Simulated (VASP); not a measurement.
Input of a VASP 6.6.1 run:

File INCAR:

```
SYSTEM = N
ALGO = Fast
EDIFF = 1E-7
ENCUT = 520
GGA = PS
ISIF = 2
ISMEAR = 0
LASPH = .TRUE.
LCHARG = .FALSE.
LREAL = .FALSE.
LWAVE = .FALSE.
NBANDS = 18
NELM = 100
PREC = Accurate
SIGMA = 0.1
```

Contents of KPOINTS:

```
k-points
0
G
  4 4 4
  0 0 0
```

File POSCAR:

```
N
1.0
    5.6490000000      0.0000000000      0.0000000000
    0.0000000000      5.6490000000      0.0000000000
    0.0000000000      0.0000000000      5.6490000000
N
4
Direct
    0.0300000000      0.0300000000      0.0300000000
    0.4700000000      0.9700000000      0.5300000000
    0.5300000000      0.4700000000      0.9700000000
    0.9700000000      0.5300000000      0.4700000000
```

Potentials or basis: VASP PAW PBE potentials, release 64 (N).

The run is started by

```sh
$ cat potpaw_PBE.64/N/POTCAR > POTCAR
$ mpirun -np 1 vasp_std > vasp.out
```

(1) Estimate the band gap on the k mesh.

(2) Estimate the pressure.

Answers

(1) none (metal or under the smearing width).

(2) -4.1 GPa.

Caveat: the PAW data sets were made with another functional, which shifts forces and pressure a little.
